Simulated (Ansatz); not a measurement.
# TiTe2: the cost of one run

Program: Ansatz 0.2.0. Level of theory: DFT PBE, scalar-relativistic, plane waves, PAW. These are calculated values, not measurements.

1 further run of the same task is left out (set aside as unsound or not needed). Runs told in other sessions of the task aren't counted.

## (1) Starting point

The structure is cubic, space group Fm-3m (No. 225). Conventional cell: a = 6.886 Å, b = 6.886 Å, c = 6.886 Å, α = 90.00°, β = 90.00°, γ = 90.00°. Around Ti (site symmetry m-3m) lie 8 Te at 2.98 Å. Te (site symmetry -43m) is surrounded by 4 Ti at 2.98 Å.

As a file:

```
CELL_PARAMETERS angstrom
0.00000 3.44286 3.44286
3.44286 0.00000 3.44286
3.44286 3.44286 0.00000
ATOMIC_POSITIONS crystal
Ti 0.00000 0.00000 0.00000
Te 0.25000 0.25000 0.25000
Te 0.75000 0.75000 0.75000
```

This cell comes from an earlier session at PBE: 27.206 Å³/atom at -0.06 GPa, on a 10×10×10 mesh.

Volume factors to run: 0.980, 1.020, 0.960, 1.040, 1.070, 1.100, 0.945.

## (2) At 0.980 of the relaxed volume

Contents of input.yaml:

```yaml
crystal:
  lattice:
    - [0.0, 3.4197519922, 3.4197519922]
    - [3.4197519922, 0.0, 3.4197519922]
    - [3.4197519922, 3.4197519922, 0.0]
  atoms:
    - { symbol: Ti, position: [0.0, 0.0, 0.0] }
    - { symbol: Te, position: [0.25, 0.25, 0.25] }
    - { symbol: Te, position: [0.75, 0.75, 0.75] }
basis:
  ecutwfc: 420
  ecutrho_ratio: 4
kpoints:
  mp_grid: { grid: [10, 10, 10] }
hamiltonian:
  xc: pbe
scf:
  occupations: { method: gaussian, width: 0.05 }
output:
  forces: true
  stress: true
  eigenvalues: true
```

On the command line:

```console
> ansatz run input.yaml --threads 2 --pin off --max-ram 2662MiB --backend cpu --events-out ev --progress --plain --runs-dir out
```

Q: Estimate wall time and peak memory on 2 threads of Arm Neoverse V2, shared host.

About 3 s, with a peak of 0.4 GiB.
